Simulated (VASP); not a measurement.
# TiS2 in VASP: relaxation of cell and atoms with PBE+D3(BJ)

Aim: the relaxation of cell and atoms of TiS2 with PBE+D3(BJ).

All numbers are computed with VASP 6.6.1; they aren't measurements. Logs are shortened: lines on timing, memory, paths and dates and some standing lists are left out, and cuts for length are marked.

## 1. Starting point

The cell holds a sheet with vacuum, 3 atoms: a = 3.400 Å, b = 3.400 Å, c = 18.860 Å, α = 90.00°, β = 90.00°, γ = 120.00°.

The cell was built by a generator and needn't be a form met in nature.

## 2. Relaxation of cell and atoms, PBE+D3(BJ)

Input file INCAR:

```
PREC = Accurate ; ENCUT = 600
EDIFF = 1E-6 ; ISMEAR = 0
SIGMA = 0.08 ; LREAL = False
LASPH = True ; NELM = 120
ALGO = Fast ; ISIF = 3
LWAVE = False ; LCHARG = False
GGA = PE ; IVDW = 12
IBRION = 2 ; NSW = 40
EDIFFG = -0.005 ; LATTICE_CONSTRAINTS = .TRUE. .TRUE. .FALSE.
KPAR = 4
```

Input file KPOINTS:

```
regular mesh
0
Gamma
  12 12 1
```

Input file POSCAR:

```
TiS2
1.0
    3.4000000000      0.0000000000      0.0000000000
   -1.7000000000      2.9444863700      0.0000000000
    0.0000000000      0.0000000000     18.8600000000
S Ti
2 1
Direct
    0.3333330000      0.6666670000      0.4241781500
    0.6666670000      0.3333330000      0.5758218500
    0.0000000000      0.0000000000      0.5000000000
```

Potentials or basis: VASP PAW PBE potentials, release 64 (S, Ti_sv).

Started as:

```sh
> cat potpaw_PBE.64/S/POTCAR potpaw_PBE.64/Ti_sv/POTCAR > POTCAR
> mpirun -np 4 vasp_std > vasp.out
```

OUTCAR:

```text
PREC = Accurate
   ENCUT = 600
   EDIFF = 1E-6
   ISMEAR = 0
   LREAL = False
   LASPH = True
   NELM = 120
   ISIF = 3
   GGA = PE
   IVDW = 12
   IBRION = 2
   NSW = 40
   EDIFFG = -0.005
 IVDW          = 12

 ion  position               nearest neighbor table
   1  0.333  0.667  0.424-   3 2.43   3 2.43   3 2.43
   2  0.667  0.333  0.576-   3 2.43   3 2.43   3 2.43
   3  0.000  0.000  0.500-   1 2.43   2 2.43   1 2.43   2 2.43   2 2.43   1 2.43

  LATTYP: Found a hexagonal cell.
 ALAT       =     3.4000000000
 C/A-ratio  =     5.5470588235

  Lattice vectors:

 A1 = (   3.4000000000,   0.0000000000,   0.0000000000)
 A2 = (  -1.7000000000,   2.9444863700,   0.0000000000)
 A3 = (   0.0000000000,   0.0000000000,  18.8600000000)

Analysis of symmetry for initial positions (statically):
=====================================================================
 Subroutine PRICEL returns:
 Original cell was already a primitive cell.

 Routine SETGRP: Setting up the symmetry group for a
 hexagonal supercell.

 Subroutine GETGRP returns: Found 12 space group operations
 (whereof 12 operations were pure point group operations)
 out of a pool of 24 trial point group operations.

The static configuration has the point symmetry D_3d.

Analysis of symmetry for dynamics (positions and initial velocities):
=====================================================================
 Subroutine PRICEL returns:
 Original cell was already a primitive cell.

 Routine SETGRP: Setting up the symmetry group for a
 hexagonal supercell.

 Subroutine GETGRP returns: Found 12 space group operations
 (whereof 12 operations were pure point group operations)
 out of a pool of 24 trial point group operations.

The dynamic configuration has the point symmetry D_3d.

 Subroutine INISYM returns: Found 12 space group operations
 (whereof 12 operations are pure point group operations),
 and found     1 'primitive' translations

----------------------------------------------------------------------------------------

                                     Primitive cell

  volume of cell :     188.8122

  direct lattice vectors                    reciprocal lattice vectors
     3.400000000  0.000000000  0.000000000     0.294117647  0.169808903  0.000000000
    -1.700000000  2.944486370  0.000000000     0.000000000  0.339617806  0.000000000
     0.000000000  0.000000000 18.860000000     0.000000000  0.000000000  0.053022269

  length of vectors
[... 45 lines left out ...]
  0.333333  0.000000  0.000000      6.000000
  0.416667  0.000000  0.000000      6.000000
[... 11 lines left out ...]
  0.333333  0.250000  0.000000     12.000000
  0.333333  0.333333  0.000000      2.000000
   k-points           NKPTS =     19   k-points in BZ     NKDIM =     19   number of bands    NBANDS=     16
   number of dos      NEDOS =    301   number of ions     NIONS =      3
   total plane-waves  NPLWV = 125440
   dimension x,y,z NGX =    28 NGY =   28 NGZ =  160
   dimension x,y,z NGXF=    56 NGYF=   56 NGZF=  320
   ions per type =               2   1
   NGX,Y,Z   is equivalent  to a cutoff of  13.69, 13.69, 14.10 a.u.
   NGXF,Y,Z  is equivalent  to a cutoff of  27.38, 27.38, 28.21 a.u.
 SYSTEM =  unknown system
   PREC   = accura    normal or accurate (medium, high low for compatibility)
   ISTART =      0    job   : 0-new  1-cont  2-samecut
   ICHARG =      2    charge: 1-file 2-atom 10-const
   ISPIN  =      1    spin polarized calculation?
   LNONCOLLINEAR =      F non collinear calculations
   LSORBIT =      F    spin-orbit coupling
   LASPH  =      T    aspherical Exc in radial PAW
   ENCUT  =  600.0 eV  44.10 Ry    6.64 a.u.   6.79  6.79 37.67*2*pi/ulx,y,z
   NELM   =    120;   NELMIN=  2; NELMDL= -5     # of ELM steps
   EDIFF  = 0.1E-05   stopping-criterion for ELM
   LREAL  =      F    real-space projection
   EDIFFG = -.5E-02   stopping-criterion for IOM
   NSW    =     40    number of steps for IOM
   IBRION =      2    ionic relax: 0-MD 1-quasi-New 2-CG
   NFREE  =      1    steps in history (QN), initial steepest desc. (CG)
   ISIF   =      3    stress and relaxation
   ISYM   =      2    0-nonsym 1-usesym 2-fastsym
   POTIM  = 0.5000    time-step for ionic-motion
   TEBEG  =    0.0;   TEEND  =   0.0 temperature during run
   PSTRESS=    0.0 pullay stress
   NELECT =      24.0000    total number of electrons
   NUPDOWN=      -1.0000    fix difference up-down
   EMIN   =  10.00;   EMAX   =-10.00  energy-range for DOS
   EFERMI =   0.00;   METHOD = LEGACY
   ISMEAR =     0;   SIGMA  =   0.08  broadening in eV -4-tet -1-fermi 0-gaus
   EFERMI_NEDOS =   21; number of points for ismear=-14 and -15
   IALGO  =     68    algorithm
   IMIX   =      4    mixing-type and parameters
     AMIX     =   0.40;   BMIX     =  1.00
     AMIX_MAG =   1.60;   BMIX_MAG =  1.00
  volume/ion in A,a.u.               =      62.94       424.72
  Fermi-wavevector in a.u.,A,eV,Ry     =   0.823130  1.555490  9.218536  0.677543
  Thomas-Fermi vector in A             =   1.934587
   LORBIT       =      0    0 simple, 1 ext, 2 COOP (PROOUT), +10 PAW based schemes
   GGA     = PE    functional components
   LHFCALC =     F    Hartree Fock is set to
   AEXX    =    0.0000 exact exchange contribution
   IVDW    =    12    specifies the selected vdW correction
   LEPSILON=     F    determine dielectric tensor
   LRPA    =     F    only Hartree local field effects (RPA)
 conjugate gradient relaxation of ions
 non-spin polarized calculation
 RMM-DIIS sequential band-by-band and
 Gauss-broadening in eV      SIGMA  =   0.08
  energy-cutoff  :      600.00
  volume of cell :      188.81
 maximum number of plane-waves:      6345
 NGX is ok and might be reduce to    28
   NGX = 13   NGY = 13   NGZ = 75

--------------------------------------- Ionic step        1  -------------------------------------------

 number of electron      23.9999997 magnetization

 Free energy of the ion-electron system (eV)
  ---------------------------------------------------
  ext. energy  EPLUGINS =         0.00000000
  ---------------------------------------------------
  free energy    TOTEN  =       -19.95552943 eV

  energy without entropy =      -19.95340880  energy(sigma->0) =      -19.95446912

------------------------ aborting loop because EDIFF is reached ----------------------------------------

 Edisp (eV)   -0.81858

 E8    (eV) :    -0.3558
[... 196 lines left out ...]
--------------------------------------- Ionic step        6  -------------------------------------------

 number of electron      23.9999997 magnetization

 Free energy of the ion-electron system (eV)
  ---------------------------------------------------
  ext. energy  EPLUGINS =         0.00000000
  ---------------------------------------------------
  free energy    TOTEN  =       -19.94603297 eV

  energy without entropy =      -19.94402244  energy(sigma->0) =      -19.94502771

 E-fermi :  -2.2730     XC(G=0):  -3.6390

 val. band max:       -2.5896573568   @ k =   0.0833   0.0000   0.0000
 cond. band min:      -2.2569161311   @ k =   0.5000  -0.0000   0.0000
 fundamental gap:      0.3327412257
 Fermi energy:        -2.2730231627

 k-point     1 :       0.0000    0.0000    0.0000
  band No.  band energies     occupation
      1     -59.9029      2.00000
      2     -36.1345      2.00000
      3     -36.0788      2.00000
      4     -36.0788      2.00000
      5     -15.9062      2.00000
      6     -14.7027      2.00000
[... 384 lines left out ...]
  FREE ENERGIE OF THE ION-ELECTRON SYSTEM (eV)
  ---------------------------------------------------
  free  energy   TOTEN  =       -20.7808136212 eV

  energy  without entropy=      -20.7788030907  energy(sigma->0) =      -20.77980836

 reached required accuracy - stopping structural energy minimisation
```

Run time: 1.9 min. Hardware: 4 MPI ranks of Intel Xeon 6975P-C (Granite Rapids), shared host; peak memory 0.42 GiB.

What came out:

| Item | Value |
| --- | --- |
| Free energy | -20.7808 eV |
| Relaxed volume | 61.72 Å³/atom |
| Relaxed cell | a = 3.367 Å, b = 3.367 Å, c = 18.860 Å, α = 90.00°, β = 90.00°, γ = 120.00° |
| Space group after relaxing (to 0.05 Å) | P-3m1 (No. 164) |
| Energy gained by relaxing | 2.2 meV/atom |
| Ionic steps | 6 |
| Largest force after relaxing | 0.004 eV/Å |
| Band gap on the k mesh | none (metal or under the smearing width) |
| Dispersion energy per atom | -0.278 eV |

Forces in eV/Å, atoms in the order of the input:
```
S    0.000  0.000  0.004
S    0.000  0.000 -0.004
Ti   0.000  0.000  0.000
```

The path:
```tsv
step	energy change (eV)	largest force (eV/Å)	pressure (GPa)	volume (Å³)
1	0.0000	0.1273	-0.53	188.81
2	-0.0044	0.1634	0.35	184.36
3	-0.0062	0.0574	0.03	185.91
4	-0.0065	0.0392	0.01	185.67
5	-0.0067	0.0085	-0.01	185.30
6	-0.0067	0.0040	-0.01	185.16
```

Final structure:
```
S Ti
1.0
     3.36692    0.00000    0.00000
    -1.68346    2.91584    0.00000
     0.00000    0.00000   18.86000
S Ti
2 1
Direct
  0.33333 0.66667 0.42398
  0.66667 0.33333 0.57602
  0.00000 0.00000 0.50000
```
